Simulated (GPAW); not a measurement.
The system is TiO.

```
Ti O
1.0
     4.08667    0.00000    0.00000
     0.00000    4.08667    0.00000
     0.00000    0.00000    4.08667
Ti O
3 3
Direct
  0.50000 0.00000 0.50000
  0.00000 0.50000 0.50000
  0.50000 0.50000 0.00000
  0.00000 0.00000 0.50000
  0.50000 0.00000 0.00000
  0.00000 0.50000 0.00000
```

The cell comes from a database or a generator and needn't be the stable form of this composition.

Base run:

| Quantity | Value |
| --- | --- |
| Program | GPAW 26.7.0 |
| Functional | PBEsol |
| Potentials or basis | PAW data sets generated in the run's folder for this functional |
| Cutoff | 800 eV |
| Basis | pw |
| k mesh | 7 × 7 × 7 |
| Occupations | fermi-dirac, width 0.05 eV |
| Spin | no spin polarisation |
| Hubbard terms | Ti d U = 4 eV |

Its results: pressure -1.0 GPa.

Problem. The run is repeated on the same cell with these changes: hubbard terms from Ti d U = 4 eV to none. What comes out?

Solution. Pressure -7.1 GPa.

Caveats: U without spin polarisation on a metal has little footing (some runs).

Not every run made on this cell is shown here.
